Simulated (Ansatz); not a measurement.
**Relaxation path: Co (omega type)**

DFT, PBE, PAW with Ansatz's default frozen-core files, scalar-relativistic (Ansatz 0.2.0); a Γ-centred 12×12×16 k mesh, Fermi–Dirac smearing of 0.08 eV, spin-polarised from start moments Co1 1.7, Co2 1.7, Co3 1.7 μB. The run relaxes cell and atoms at a target pressure of 710 GPa.

Command: `ansatz run input.yaml --threads 2 --pin off --max-ram 7168MiB --backend cpu --events-out ev --progress --plain --runs-dir out` It took 22 s on 2 threads of AMD EPYC 9R45 96-Core Processor (Zen 5) (shared host), peak memory 0.52 GiB.

PAW: frozen-core files, cutoff 420 eV; forces are relaxed below 0.005 eV/Å.

Each step lists its enthalpy F + pV a cell above the last geometry, the pressure, the cell vectors (Å), and Cartesian positions (Å) with forces (eV/Å).

The first step:

```
step 1  dH = 77.93 meV  P = 732.9 GPa
  cell 3.1192 0.0000 0.0000  -1.5596 2.7013 0.0000  0.0000 0.0000 1.9339
  Co 0.0000 0.0000 0.0000   0.0000 0.0000 0.0000
  Co 0.0000 1.8009 0.9669   0.0000 0.0000 0.0000
  Co 1.5596 0.9004 0.9669   0.0000 0.0000 0.0000
```

The start moments died away, and the runs ended non-magnetic.

Question: Where does the relaxation end, and by which steps?

Answer: After 4 geometries, with conventional a, b, c = 3.157, 3.157, 1.903 Å, at 5.475 Å³/atom (+0.80 % against the start) in space group P6/mmm, with a shortest distance of 1.823 Å and a cell moment of 0.00 μB. The further steps:
```
step 2  dH = 7.34 meV  P = 702.4 GPa
  cell 3.1514 0.0000 0.0000  -1.5757 2.7292 0.0000  0.0000 0.0000 1.9155
  Co 0.0000 0.0000 0.0000   0.0000 0.0000 0.0000
  Co 0.0000 1.8195 0.9577   0.0000 0.0000 0.0000
  Co 1.5757 0.9097 0.9577   0.0000 0.0000 0.0000
step 3  dH = 0.23 meV  P = 713.2 GPa
  cell 3.1569 0.0000 0.0000  -1.5784 2.7339 0.0000  0.0000 0.0000 1.9007
  Co 0.0000 0.0000 0.0000   0.0000 0.0000 0.0000
  Co 0.0000 1.8226 0.9504   0.0000 0.0000 0.0000
  Co 1.5784 0.9113 0.9504   0.0000 0.0000 0.0000
step 4  dH = 0.00 meV  P = 709.9 GPa
  cell 3.1567 0.0000 0.0000  -1.5784 2.7338 0.0000  0.0000 0.0000 1.9033
  Co 0.0000 0.0000 0.0000   0.0000 0.0000 0.0000
  Co 0.0000 1.8225 0.9516   0.0000 0.0000 0.0000
  Co 1.5784 0.9113 0.9516   0.0000 0.0000 0.0000
step 5  dH = -1.05 meV  P = 709.9 GPa  (same geometry on a basis chosen anew; earlier energies don't compare to the last digit)
  cell 3.1567 0.0000 0.0000  -1.5784 2.7338 0.0000  0.0000 0.0000 1.9033
  Co 0.0000 0.0000 0.0000   0.0000 0.0000 0.0000
  Co 0.0000 1.8225 0.9516   0.0000 0.0000 0.0000
  Co 1.5784 0.9113 0.9516   0.0000 0.0000 0.0000
```
